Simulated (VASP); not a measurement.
Crystal: CoO.

```
CELL_PARAMETERS angstrom
2.57053 0.00000 0.00000
0.00000 2.57053 0.00000
0.00000 0.00000 2.57053
ATOMIC_POSITIONS crystal
Co 0.00000 0.00000 0.00000
O 0.50000 0.50000 0.50000
```

Measurements of this composition are mostly on another form, of space group No. 225.

Base run:

- Program: VASP 6.6.1
- Functional: LDA
- Potentials or basis: VASP PAW LDA potentials, release 64 (Co, O)
- Cutoff: 520 eV
- k mesh: 7 × 7 × 7
- Occupations: gaussian, width 0.05 eV
- Spin: collinear spin, random start
- Starting moments: [0.63, 0.0] μB
- Hubbard terms: Co d U = 4 eV

Its results: band gap on the k mesh 1.49 eV, indirect (least direct gap 2.00 eV); pressure -2.7 GPa; net moment 3.00 μB per cell.

Q: The run is repeated on the same cell with these changes: spin from collinear spin, random start to collinear spin, zero start; moments at the start from [0.63, 0.0] to [0.0, 0.0]. What comes out?

A: Band gap on the k mesh none (metal or under the smearing width); pressure -27.2 GPa; net moment 0.00 μB per cell.

Caveats: an odd mesh through Γ misses points on the zone boundary, where band edges often lie (some runs); a cell with one magnetic atom can't hold antiferromagnetic order, which such compounds often take (some runs).
